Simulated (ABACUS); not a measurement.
**Be2C under changes of volume**

One of the cells (6.765 Å³/atom); the others are scaled copies at fixed shape and fractional positions:

```
CELL_PARAMETERS angstrom
0.00000 2.16500 2.16500
2.16500 0.00000 2.16500
2.16500 2.16500 0.00000
ATOMIC_POSITIONS crystal
C 0.00000 0.00000 0.00000
Be 0.75000 0.75000 0.75000
Be 0.25000 0.25000 0.25000
```

| Item | Value |
| --- | --- |
| Program | ABACUS 3.10.1 |
| Functional | PBE |
| Potentials or basis | PseudoDojo NC SR 0.4.1 PBE standard |
| Cutoff | 1211 eV |
| Density cutoff | 4844 eV |
| Basis | plane waves |
| k mesh | 11 × 11 × 11 |
| Occupations | fermi-dirac, width 0.05 eV |
| Spin | no spin polarisation |

| volume (Å³/atom) | energy over the lowest point (meV/atom) | pressure (GPa) | gap on the mesh (eV) |
| --- | --- | --- | --- |
| 6.359 | ? | ? | ? |
| 6.495 | 8.47 | 9.6 | 1.29 |
| 6.630 | 2.34 | 4.9 | 1.28 |
| 6.765 | 0.00 | 0.6 | 1.27 |
| 6.901 | 1.12 | -3.3 | 1.26 |
| 7.036 | 5.40 | -6.9 | 1.25 |
| 7.171 | 12.57 | -10.1 | 1.24 |

What does the run at 6.359 Å³/atom give?

Energy over the lowest point 18.75 meV/atom; pressure 14.7 GPa; gap on the mesh 1.30 eV.

Worked out: A Birch-Murnaghan fit of order 3 (a polynomial in V^(-2/3)) to the other rows has its minimum at 6.79 Å³/atom with B0 = V·E''(V) = 203 GPa and B' = 3.5. It gives 18.82 meV/atom at 6.359 Å³/atom, against the run's 18.75, and -dE/dV = 14.8 GPa, against 14.7. A straight line through the other rows of the gap, of slope -0.505 eV per unit of ln V, extrapolates to 1.30 eV, against the run's 1.30.

Energies are extrapolated to zero smearing.

Caveats: an odd mesh through Γ misses points on the zone boundary, where band edges often lie.
